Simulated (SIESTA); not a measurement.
Runs of SIESTA 5.4.2 on Mg. The cell holds a slab with vacuum, 5 atoms: a = 3.185 Å, b = 3.185 Å, c = 25.273 Å, α = 90.00°, β = 90.00°, γ = 120.00°. The slab is cut from a database's or a generator's crystal, which needn't be the stable form of the element.

```tsv
potentials or basis	gap on the mesh (eV)	largest force (eV/Å)	work function (eV)
SPMS 1.0 (PBE files) or PseudoDojo by element, DZP (energy shift 0.003 Ry; two zetas on semicore shells)	none	0.21	(c)
PseudoDojo 0.5 standard (PBE files), DZP (energy shift 0.003 Ry; two zetas on semicore shells)	none	0.25	3.91
Ansatz (PBE files), DZP (energy shift 0.003 Ry; two zetas on semicore shells)	none	0.24	3.90
SG15 1.2 (PBE files) or PseudoDojo by element, DZP (energy shift 0.003 Ry; two zetas on semicore shells)	none	(a)	(b)
```

Alike in all rows: task single point; level PBE; no spin polarisation; cell as given; k mesh 10 × 10 × 1; smearing fermi-dirac 0.05 eV; grid cutoff 800 Ry; energy shift 0.003 Ry.

Q: Estimate the missing entries.

A: (a) 0.16; (b) 3.76; (c) 3.96.

Caveats: the basis of atomic orbitals isn't converged, which shifts pressures, moduli and gaps.

A k mesh can miss the band edges.

A gap of «none» marks a metal or a gap under the smearing width.

Not every run made on this cell is shown here.
